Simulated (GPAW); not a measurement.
The system is BeTe.

```
Te Be
1.0
     0.00000    2.77000    2.77000
     2.77000    0.00000    2.77000
     2.77000    2.77000    0.00000
Te Be
1 1
Direct
  0.75000 0.75000 0.75000
  0.00000 0.00000 0.00000
```

Base run:

| Property | Result |
| --- | --- |
| Program | GPAW 26.7.0 |
| Functional | TB-mBJ |
| Potentials or basis | GPAW PAW data sets for LDA (gpaw-data 1.2.1) |
| Cutoff | 800 eV |
| Basis | pw |
| k mesh | 8 × 8 × 8 |
| Occupations | fermi-dirac, width 0.05 eV |
| Spin | no spin polarisation |

Its results: band gap on the k mesh 2.52 eV, indirect (least direct gap 4.12 eV).

The run is repeated on the same cell with these changes: functional from TB-mBJ to PBEsol; potentials or basis from GPAW PAW data sets for LDA (gpaw-data 1.2.1) to PAW data sets generated in the run's folder for this functional. What comes out?

Band gap on the k mesh 1.75 eV, indirect (least direct gap 3.58 eV).

Caveats: spin-orbit coupling is left out, which moves the levels of the heavy elements; a model potential gives levels but no total energy (some runs).
